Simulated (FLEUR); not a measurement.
SnSe:

```
CELL_PARAMETERS angstrom
11.42000 0.00000 0.00000
0.00000 4.19000 0.00000
0.00000 0.00000 4.46000
ATOMIC_POSITIONS crystal
Sn 0.87700 0.75000 0.90900
Sn 0.62300 0.25000 0.40900
Sn 0.37700 0.75000 0.59100
Sn 0.12300 0.25000 0.09100
Se 0.64300 0.75000 0.98400
Se 0.85700 0.25000 0.48400
Se 0.14300 0.75000 0.51600
Se 0.35700 0.25000 0.01600
```

Base run:

- Program: FLEUR MaX-R8.1 (later development tree)
- Functional: LDA (Moruzzi-Janak-Williams)
- Potentials or basis: all-electron
- Basis: FLAPW
- Kmax: 4.28 1/bohr
- k mesh: 3 × 6 × 6
- Occupations: fermi-dirac, width 0.05 eV
- Spin: no spin polarisation

Its results: band gap on the k mesh 0.47 eV, indirect (least direct gap 0.66 eV).

The run is repeated on the same cell with these changes: functional from LDA (Moruzzi-Janak-Williams) to LDA exchange alone (X-alpha). What comes out?

Band gap on the k mesh 0.42 eV, indirect (least direct gap 0.62 eV).

Caveats: spin-orbit coupling is left out, which moves the levels of the heavy elements.

A k mesh can miss the band edges.
